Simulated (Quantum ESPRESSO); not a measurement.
Something may be wrong with this Quantum ESPRESSO 7.5 calculation of Cr.

Contents of pw.in:

```
&CONTROL
  calculation = 'scf'
  prefix = 'pwscf'
  outdir = './tmp'
  pseudo_dir = './pseudo'
  tprnfor = .true.
  tstress = .true.
  disk_io = 'nowf'
/
&SYSTEM
  ibrav = 0
  nat = 2
  ntyp = 1
  ecutwfc = 45
  ecutrho = 360
  nbnd = 24
  occupations = 'smearing'
  smearing = 'fd'
  degauss = 0.00367493
  nspin = 2
  starting_magnetization(1) = 0.2143
/
&ELECTRONS
  conv_thr = 4d-10
  electron_maxstep = 80
  mixing_beta = 0.3
/
ATOMIC_SPECIES
Cr    51.9961 cr_pbesol_v1.5.uspp.F.UPF
CELL_PARAMETERS angstrom
   2.7140000000    0.0000000000    0.0000000000
  -1.3570000000    2.3503929459    0.0000000000
   0.0000000000    0.0000000000    4.4100000000
ATOMIC_POSITIONS crystal
Xx     0.6666666667    0.3333333333    0.7500000000
Cr     0.3333333333    0.6666666667    0.2500000000
K_POINTS automatic
11 11 6 0 0 0
```

Potentials or basis: GBRV 1.5 PBEsol.

Launch:

```console
$ OMP_NUM_THREADS=1 mpirun -n 2 pw.x -nk 2 -in pw.in > pw.out
```

pw.out:

```text
This program is part of the open-source Quantum ESPRESSO suite
     for quantum simulation of materials; please cite
         "P. Giannozzi et al., J. Phys.:Condens. Matter 21 395502 (2009);
         "P. Giannozzi et al., J. Phys.:Condens. Matter 29 465901 (2017);
         "P. Giannozzi et al., J. Chem. Phys. 152 154105 (2020);
     in publications or presentations arising from this work. More details at

 %%%%%%%%%%%%%%%%%%%%%%%%%%%%%%%%%%%%%%%%%%%%%%%%%%%%%%%%%%%%%%%%%%%%%%%%%%%%%%
     Error in routine read_cards (1):
     species Xx in ATOMIC_POSITIONS is nonexistent
 %%%%%%%%%%%%%%%%%%%%%%%%%%%%%%%%%%%%%%%%%%%%%%%%%%%%%%%%%%%%%%%%%%%%%%%%%%%%%%

     stopping ...

"abort". This may have caused other processes in the application to be
```

Task: What happened, and what is wrong with the input?

Result: The input was rejected before any iteration. The input holds a flaw that was put in on purpose: atom of an undeclared species.
